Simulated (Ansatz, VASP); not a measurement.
## Cs in VASP and in Ansatz

```
CELL_PARAMETERS angstrom
-3.08178 3.08178 3.08178
3.08178 -3.08178 3.08178
3.08178 3.08178 -3.08178
ATOMIC_POSITIONS crystal
Cs 0.00000 0.00000 0.00000
```

Change from the starting cell: volume scaled by 1.06.

Alike in both runs: task single point; functional LDA; k mesh 9 × 9 × 9; occupations fermi-dirac, width 0.05 eV; no spin polarisation.

```csv
,VASP,Ansatz
version,VASP 6.6.1,Ansatz 0.2.0
potentials or method,"VASP PAW LDA potentials, release 64 (Cs_sv), cutoff 520 eV","all-electron LAPW, scalar-relativistic"
```

|  | VASP | Ansatz | Ansatz less VASP |
| --- | --- | --- | --- |
| pressure (GPa) | -0.4 | -0.4 | +0.01 |

Ansatz ran all-electron here, so the differences hold the error of VASP's frozen core and of both bases.

The runs have no spin-orbit coupling, so splittings on Cs are missing.
